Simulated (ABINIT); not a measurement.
# BaO (Fm-3m): G0W0 with ABINIT, start to end

Wanted: ground state, empty states, screening and self-energy for BaO (Fm-3m).

Main program and level: ABINIT 10.8.3; PBE and many-body steps on it, plane waves.

The database entry behind the starting cell differs from later determinations by our own check (about 0.7 % short), so it need not match the best structure at ambient conditions.

**1. The starting structure**

The structure is cubic, space group Fm-3m (No. 225). Conventional cell: a = 5.500 Å, b = 5.500 Å, c = 5.500 Å, α = 90.00°, β = 90.00°, γ = 90.00°. Nearest to Ba lie 6 O at 2.75 Å. O has 6 Ba at 2.75 Å nearest. Farther neighbours and most contacts between anions are not listed.

Coordinates:

```cif
data_structure
_symmetry_space_group_name_H-M 'Fm-3m'
_symmetry_Int_Tables_number 225
_cell_length_a 5.5000
_cell_length_b 5.5000
_cell_length_c 5.5000
_cell_angle_alpha 90.000
_cell_angle_beta 90.000
_cell_angle_gamma 90.000
_cell_volume 166.38
loop_
_atom_site_label
_atom_site_type_symbol
_atom_site_symmetry_multiplicity
_atom_site_Wyckoff_symbol
_atom_site_fract_x
_atom_site_fract_y
_atom_site_fract_z
_atom_site_occupancy
Ba1 Ba 4 a 0.00000 0.00000 0.00000 1
O1 O 4 b 0.50000 0.00000 0.00000 1
```

The cell and positions come from the Crystallography Open Database and are kept as given unless a step says otherwise.

**2. Ground state**

This step: ABINIT 10.8.3; DFT, PBE with spin-orbit coupling, plane waves, norm-conserving pseudopotentials.

The ground-state density comes first.

run.abi

```
acell 3*1.0 Angstrom
rprim 
  -0.000000000000 2.750000000000 2.750000000000
  2.750000000000 -0.000000000000 2.750000000000
  2.750000000000 2.750000000000 -0.000000000000
ntypat 2
znucl 56 8
natom 2
typat 1 2
xred 
  0.000000000000 0.000000000000 0.000000000000
  0.500000000000 0.500000000000 0.500000000000
pp_dirpath "pseudos"
pseudos "Ba.upf, O.upf"
ecut 36
nspinor 2
ngkpt 6 6 6
nshiftk 1
shiftk 0 0 0
kptopt 1
chksymbreak 0
nband 26
occopt 1
tolvrs 1e-10
nstep 60
prtwf 0
optforces 0
optstress 0
indata_prefix "in"
outdata_prefix "out"
tmpdata_prefix "tmp"
```

On the command line:

```sh
$ OMP_NUM_THREADS=1 mpirun -n 4 abinit run.abi > log
```

Numbers of over 12 decimals in the logs are rounded to 6 here.

What it wrote:

```text
.Version 10.8.3 of ABINIT. v10.8.2 released Aug 2026.

 Symmetries : space group Fm -3 m (#225); Bravais cF (face-center cubic)
================================================================================
 Values of the parameters that define the memory need of the present run
     intxc =       0    ionmov =       0      iscf =       7    lmnmax =      18
     lnmax =      18     mgfft =      40  mpssoang =       5    mqgrid =    3001
     natom =       2  nloc_mem =       1    nspden =       1   nspinor =       2
    nsppol =       1      nsym =      48    n1xccc =    2501    ntypat =       2
    occopt =       1   xclevel =       2
-    mband =          26        mffmem =           1         mkmem =           4
       mpw =        2914          nfft =       64000          nkpt =          16
================================================================================
  Rough estimation (10% accuracy) of disk space for files :
================================================================================

--------------------------------------------------------------------------------
------------- Echo of variables that govern the present computation ------------
--------------------------------------------------------------------------------
 -outvars: echo values of preprocessed input variables --------
            acell      1.8897261259E+00  1.8897261259E+00  1.8897261259E+00 Bohr

      chksymbreak           0
             ecut      3.60000000E+01 Hartree
-          fftalg         312

              ixc     -101130
              kpt      0.00000000E+00  0.00000000E+00  0.00000000E+00
                       1.66666667E-01  0.00000000E+00  0.00000000E+00
                       3.33333333E-01  0.00000000E+00  0.00000000E+00
                       5.00000000E-01  0.00000000E+00  0.00000000E+00
                       1.66666667E-01  1.66666667E-01  0.00000000E+00
                       3.33333333E-01  1.66666667E-01  0.00000000E+00
                       5.00000000E-01  1.66666667E-01  0.00000000E+00
                      -3.33333333E-01  1.66666667E-01  0.00000000E+00
                      -1.66666667E-01  1.66666667E-01  0.00000000E+00
   [... 5 further rows ...]
                      -3.33333333E-01  3.33333333E-01  1.66666667E-01
                      -3.33333333E-01  5.00000000E-01  1.66666667E-01
         kptrlatt        6    0    0      0    6    0      0    0    6
          kptrlen      4.40958592E+01
P           mkmem           4
            natom           2
            nband          26
            ngfft          40      40      40
             nkpt          16
          nspinor           2
            nstep          60
             nsym          48
           ntypat           2
              occ      1.000000  1.000000  1.000000  1.000000  1.000000  1.000000
                       1.000000  1.000000  1.000000  1.000000  1.000000  1.000000
                       1.000000  1.000000  1.000000  1.000000  0.000000  0.000000
                       0.000000  0.000000  0.000000  0.000000  0.000000  0.000000
                       0.000000  0.000000
        optforces           0
        optstress           0
            prtwf           0
            rprim     -0.0000000000E+00  2.7500000000E+00  2.7500000000E+00
[...]
spgroup         225

           tolvrs      1.00000000E-10

             xred      0.0000000000E+00  0.0000000000E+00  0.0000000000E+00
[...]
znucl       56.00000    8.00000

================================================================================

 chkinp: Checking input parameters for consistency.

================================================================================
== DATASET  1 ==================================================================
-   mpi_nproc: 4, omp_nthreads: 1 (-1 if OMP is not activated)

--- !DatasetInfo
iteration_state: {dtset: 1, }
dimensions: {natom: 2, nkpt: 16, mband: 26, nsppol: 1, nspinor: 2, nspden: 1, mpw: 2914, }
cutoff_energies: {ecut:  36.0, pawecutdg:  -1.0, }
electrons: {nelect:   1.60000000E+01, charge:   0.00000000E+00, occopt:   1.00000000E+00, tsmear:   1.00000000E-02, }

 Real(R)+Recip(G) space primitive vectors, cartesian coordinates (Bohr,Bohr^-1):
 R(1)=  0.0000000  5.1967468  5.1967468  G(1)= -0.0962140  0.0962140  0.0962140
 R(2)=  5.1967468  0.0000000  5.1967468  G(2)=  0.0962140 -0.0962140  0.0962140
 R(3)=  5.1967468  5.1967468  0.0000000  G(3)=  0.0962140  0.0962140 -0.0962140
 Unit cell volume ucvol=  2.8068854E+02 bohr^3
 Angles (23,13,12)=  6.00000000E+01  6.00000000E+01  6.00000000E+01 degrees

 getcut: wavevector=  0.0000  0.0000  0.0000  ngfft=  40  40  40
         ecut(hartree)=     36.000   => boxcut(ratio)=   2.01510

--- Pseudopotential description ------------------------------------------------
- Ba Generated using ONCVPSP code by D. R. Hamann
- 56.00000  10.00000  180419                  znucl, zion, pspdat
12 -101130 2 -1 1958                          pspcod,pspxc,lmax,lloc,mmax
     nproj     2     4     4     0
     spin-orbit psp
        nprojso     4     4     0
  pspatm : epsatm=   26.75230557
         --- l  ekb(1:nproj) -->
[...]
1    4.978102    0.415169    0.012799    0.000491
             2    2.533363    0.416634    0.001442    0.000020
  spin-orbit 1   -0.421689    0.288442    0.063418   -0.006729
  spin-orbit 2    0.049983   -0.043624    0.011004   -0.000570
 pspatm: atomic psp has been read  and splines computed

- O Generated using ONCVPSP code by D. R. Hamann
-  8.00000   6.00000  180423                  znucl, zion, pspdat
12 -101130 2 -1 936                           pspcod,pspxc,lmax,lloc,mmax
     nproj     2     2     2     0
     spin-orbit psp
        nprojso     2     2     0
  pspatm : epsatm=    6.19737341
         --- l  ekb(1:nproj) -->
[...]
2   -1.331628   -0.000000
  spin-orbit 1    0.006511    0.001986
  spin-orbit 2   -0.000439    0.000281
 pspatm: atomic psp has been read  and splines computed

   5.27194864E+02                                ecore*ucvol(ha*bohr**3)
--------------------------------------------------------------------------------

_setup2: Arith. and geom. avg. npw (full set) are    2900.005    2899.988

================================================================================

--- !BeginCycle
iteration_state: {dtset: 1, }
solver: {iscf: 7, nstep: 60, nline: 4, wfoptalg: 0, }
tolerances: {tolvrs: 1.00E-10, }

     iter   Etot(hartree)      deltaE(h)  residm     vres2
 ETOT  1  -44.496315999876    -4.450E+01 4.747E-02 1.125E+03
 ETOT  2  -43.834715170091     6.616E-01 2.027E-02 3.550E+03
 ETOT  3  -44.708161733279    -8.734E-01 1.357E-02 1.473E+02
 ETOT  4  -44.742902464971    -3.474E-02 3.556E-03 3.432E+00
 ETOT  5  -44.741742528941     1.160E-03 7.263E-04 6.821E+00
 ETOT  6  -44.743267491801    -1.525E-03 4.364E-04 4.492E-01
 ETOT  7  -44.743317639153    -5.015E-05 1.456E-04 2.245E-01
 ETOT  8  -44.743365061124    -4.742E-05 1.088E-04 6.667E-03
 ETOT  9  -44.743366478336    -1.417E-06 9.553E-05 2.154E-05
 ETOT 10  -44.743366479938    -1.602E-09 3.064E-05 1.069E-06
 ETOT 11  -44.743366480178    -2.401E-10 8.309E-05 2.887E-08
 ETOT 12  -44.743366480187    -9.052E-12 2.785E-05 4.723E-12

 At SCF step   12       vres2   =  4.72E-12 < tolvrs=  1.00E-10 =>converged.

--- !ResultsGS
iteration_state: {dtset: 1, }
comment   : Summary of ground state results
lattice_vectors:
- [ -0.0000000,   5.1967468,   5.1967468, ]
- [  5.1967468,  -0.0000000,   5.1967468, ]
- [  5.1967468,   5.1967468,  -0.0000000, ]
lattice_lengths: [   7.34931,    7.34931,    7.34931, ]
lattice_angles: [ 60.000,  60.000,  60.000, ] # degrees, (23, 13, 12)
lattice_volume:   2.8068854E+02
convergence: {deltae: -9.052E-12, res2:  4.723E-12, residm:  2.785E-05, diffor:  0.000E+00, }
etotal    :  -4.47433665E+01
entropy   :   0.00000000E+00
fermie    :   2.14119996E-01
cartesian_stress_tensor: null
pressure_GPa: null
xred      :
- [  0.0000E+00,   0.0000E+00,   0.0000E+00, Ba]
- [  5.0000E-01,   5.0000E-01,   5.0000E-01,  O]
cartesian_forces: null
force_length_stats: {min: null, max: null, mean: null, }

 Integrated electronic density in atomic spheres:
 ------------------------------------------------
 Atom  Sphere_radius  Integrated_density
    1        2.00000          5.29957261
    2        2.00000          6.08005988
================================================================================

 ----iterations are completed or convergence reached----

 Mean square residual over all n,k,spin=   13.402E-08; max=  27.849E-06
 reduced coordinates (array xred) for    2 atoms
       0.000000000000      0.000000000000      0.000000000000
       0.500000000000      0.500000000000      0.500000000000
 rms dE/dt=  0.0000E+00; max dE/dt=  0.0000E+00; dE/dt below (all hartree)
    1       0.000000000000      0.000000000000      0.000000000000
    2       0.000000000000      0.000000000000      0.000000000000

 cartesian coordinates (angstrom) at end:
    1      0.000000     0.000000     0.000000
    2      2.750000     2.750000     2.750000
 length scales=  1.889726125908  1.889726125908  1.889726125908 bohr
              =  1.000000000000  1.000000000000  1.000000000000 angstroms
 prteigrs : about to open file out_EIG
 Fermi (or HOMO) energy (hartree) =   0.21412   Average Vxc (hartree)=  -0.36581
 Eigenvalues (hartree) for nkpt=  16  k points:
 kpt#   1, nband= 26, wtk=  0.00463, kpt=  0.0000  0.0000  0.0000 (reduced coord)
  -0.73817   -0.73817   -0.34023   -0.34023   -0.22233   -0.22233   -0.14407   -0.14407
  -0.14407   -0.14407    0.19336    0.19336    0.19754    0.19754    0.19754    0.19754
   0.34690    0.34690    0.38397    0.38397    0.38397    0.38397    0.38741    0.38741
   0.47072    0.47072
 prteigrs : prtvol=0 or 1, do not print more k-points.

--- !EnergyTerms
iteration_state     : {dtset: 1, }
comment             : Components of total free energy in Hartree
kinetic             :  1.75974718899167E+01
hartree             :  7.15025537324868E+00
xc                  : -1.09422798287006E+01
Ewald energy        : -3.62875665574323E+01
psp_core            :  1.87822013160562E+00
local_psp           : -2.50959995231963E+01
non_local_psp       :  9.56532034371368E-01
total_energy        : -4.47433664801868E+01
total_energy_eV     : -1.21752902723784E+03
band_energy         : -2.23129074014586E+00

== END DATASET(S) ==============================================================
================================================================================

 -outvars: echo values of variables after computation  --------
           etotal     -4.4743366480E+01
            nband          26
             nkpt          16
          spgroup         225
 [... the other variables as echoed above ...]

 Calculation completed.
```

It took 37 s on 4 MPI ranks of Arm Neoverse V1, shared host; peak memory 0.34 GiB; 2.5 min of CPU time.

Numbers from this step:

```
total energy               : -1217.5290 eV
gap                        : 1.888 eV
k of the valence top       : 0.5, 0.5, 0
k of the conduction bottom : 0.5, 0.5, 0
least direct gap           : 1.888 eV
```

The gap is direct, at (0.500, 0.500, 0.000).

(Part 1 of 3 ends here.)

[Paths, hosts, dates, memory and timing lines, banners, echoed tables and standing remarks are left out of the program output.]

[Logs are printed without paths, hosts, clocks, repeated set-up lines and the standing remarks that a program may print on its own settings, such as how far it seeks lower states.]

[Runs of the session that timed out or met a known fault of the program may be left out.]

[Hosts, paths, dates, database ids (printed as entryN), source tags and the programs' standing remarks are cut or masked in the printed files.]

[G0W0 gaps are taken among the corrected bands and points alone; a level outside them can change the order at an edge.]

[Where Ansatz stands beside ABINIT at settings called matched, ABINIT's density can come from a denser mesh and the files from another edition; pairs whose starting gaps differed by over 0.03 eV were left out, so agreement reads better than it is.]
